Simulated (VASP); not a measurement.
The system is SnO.

```xyz
16
Lattice="6.2639 0.0000 0.0000 0.0000 6.2639 0.0000 0.0000 0.0000 6.2639" Properties=species:S:1:pos:R:3 pbc="T T T"
Sn    0.0000    0.0000    0.0000
Sn    0.0000    0.0000    3.1319
Sn    0.0000    3.1319    0.0000
Sn    0.0000    3.1319    3.1319
Sn    3.1319    0.0000    0.0000
Sn    3.1319    0.0000    3.1319
Sn    3.1319    3.1319    0.0000
Sn    3.1319    3.1319    3.1319
O     1.5660    1.5660    1.5660
O     1.5660    1.5660    4.6979
O     1.5660    4.6979    1.5660
O     1.5660    4.6979    4.6979
O     4.6979    1.5660    1.5660
O     4.6979    1.5660    4.6979
O     4.6979    4.6979    1.5660
O     4.6979    4.6979    4.6979
```

The cell was built by a generator and needn't be a form met in nature.

- Program: VASP 6.6.1
- Task: phonon dispersion
- Functional: PBEsol
- Potentials or basis: VASP PAW PBE potentials, release 64 (Sn_d, O)
- Cutoff: 520 eV
- k mesh: 3 × 3 × 3
- Occupations: gaussian, width 0.02 eV
- Spin: no spin polarisation
- Long-range dipole term: yes
- Supercell matrix: [2, 0, 0, 0, 2, 0, 0, 0, 2]
- Further INCAR settings: LREAL = Auto; ALGO = Fast; EDIFF = 1e-07; IBRION = 6; POTIM = 0.015; NSW = 1

Q: Is this structure dynamically stable at this level, and how far does the spectrum reach?

A: No: the interpolated spectrum has imaginary modes, down to 278i cm⁻¹ near M. The highest frequency is 312 cm⁻¹.

Phonon frequencies at the corners of the path (cm⁻¹, interpolated; i marks imaginary ones):
| point | frequencies |
| --- | --- |
| Γ | 273i 273i 0 0 0 212 |
| X | 102i 102i 96i 96i 174 312 |
| M | 278i 278i 183i 118i 140 140 |
| R | 108 108 108 223 223 223 |

A q mesh this small can miss soft modes between its points.

Caveat: some modes are imaginary.
